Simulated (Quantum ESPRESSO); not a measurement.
A run of Quantum ESPRESSO 7.5 is set up as follows.

The input pw.in:

```
&CONTROL
  calculation = 'scf'
  prefix = 'pwscf'
  outdir = './tmp'
  pseudo_dir = './pseudo'
  tprnfor = .true.
  tstress = .true.
  disk_io = 'nowf'
/
&SYSTEM
  ibrav = 0
  nat = 2
  ntyp = 2
  ecutwfc = 88
  nbnd = 21
  occupations = 'smearing'
  smearing = 'fd'
  degauss = 0.00367493
  nspin = 2
  starting_magnetization(1) = 0.1176
  starting_magnetization(2) = 0
/
&ELECTRONS
  conv_thr = 4d-10
  electron_maxstep = 120
  mixing_beta = 0.3
/
ATOMIC_SPECIES
Co    58.9332 Co_ONCV_PBE-1.2.upf
O     15.9990 O_ONCV_PBE-1.2.upf
CELL_PARAMETERS angstrom
  -1.5080004400    1.5080004400    2.1072503600
   1.5080004400   -1.5080004400    2.1072503600
   1.5080004400    1.5080004400   -2.1072503600
ATOMIC_POSITIONS crystal
Co     0.0000000000    0.0000000000    0.0000000000
O      0.5000000000    0.5000000000    0.0000000000
K_POINTS automatic
4 4 4 0 0 0
```

Potentials or basis: SG15 PBE 1.2.

Launch:

```bash
$ OMP_NUM_THREADS=1 mpirun -n 2 pw.x -nk 2 -in pw.in > pw.out
```

Problem. What does it give for the band gap on the k mesh?

Solution. None (metal or under the smearing width).

Problem. What does it give for the site moments?

Solution. Co +2.40; O +0.29 μB.

Stress tensor (GPa, compression positive):
```
-0.40  0.00  0.00
 0.00 -0.40  0.00
 0.00  0.00 -1.77
```

Caveat: the k mesh is coarse (spacing up to 0.74 Å⁻¹), so the values aren't converged; a cell with one magnetic atom can't hold antiferromagnetic order, which such compounds often take; semilocal functionals often make such compounds metallic where correlation or magnetic order opens a gap, which also shifts bond lengths. With open d or f shells a metallic result of PBE can be an artefact of self-interaction; +U or a hybrid may open a gap.
